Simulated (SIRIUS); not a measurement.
# Bi under changes of volume

One of the cells (35.771 Å³/atom); the others are scaled copies at fixed shape and fractional positions:

```xyz
2
Lattice="2.2825 1.3178 3.9641 -2.2825 1.3178 3.9641 0.0000 -2.6356 3.9641" Properties=species:S:1:pos:R:3 pbc="T T T"
Bi    0.0000    0.0000    9.1095
Bi    0.0000    0.0000    2.7828
```

| Quantity | Value |
| --- | --- |
| Program | SIRIUS 7.12.0 |
| Functional | PBEsol |
| Potentials or basis | all-electron FP-LAPW |
| Cutoff | 157 eV |
| Basis | apw+lo standard |
| k mesh | 7 × 7 × 7 |
| Occupations | fermi-dirac, width 0.05 eV |
| Spin | no spin polarisation |

| volume (Å³/atom) | energy over the lowest point (meV/atom) | gap on the mesh (eV) |
| --- | --- | --- |
| 32.965 | 16.36 | 0.29 |
| 33.667 | 5.43 | 0.28 |
| 34.368 | 0.00 | 0.27 |
| 35.771 | 2.78 | 0.25 |
| 36.472 | ? | ? |
| 37.174 | 20.59 | 0.24 |

Problem. What does the run at 36.472 Å³/atom give?

Solution. Energy over the lowest point 10.18 meV/atom; gap on the mesh 0.24 eV.

Worked out: A Birch-Murnaghan fit of order 3 (a polynomial in V^(-2/3)) to the other rows has its minimum at 34.83 Å³/atom with B0 = V·E''(V) = 50 GPa and B' = 5.1 at fixed shape and positions, which overstates the stiffness. It gives 10.03 meV/atom at 36.472 Å³/atom, against the run's 10.18. A straight line through the other rows of the gap, of slope -0.427 eV per unit of ln V, gives 0.25 eV, against the run's 0.24.

Energies are extrapolated to zero smearing.

Caveats: spin-orbit coupling is left out, which as a rule narrows the gap of such compounds by several tenths of an eV; an odd mesh through Γ misses points on the zone boundary, where band edges often lie.
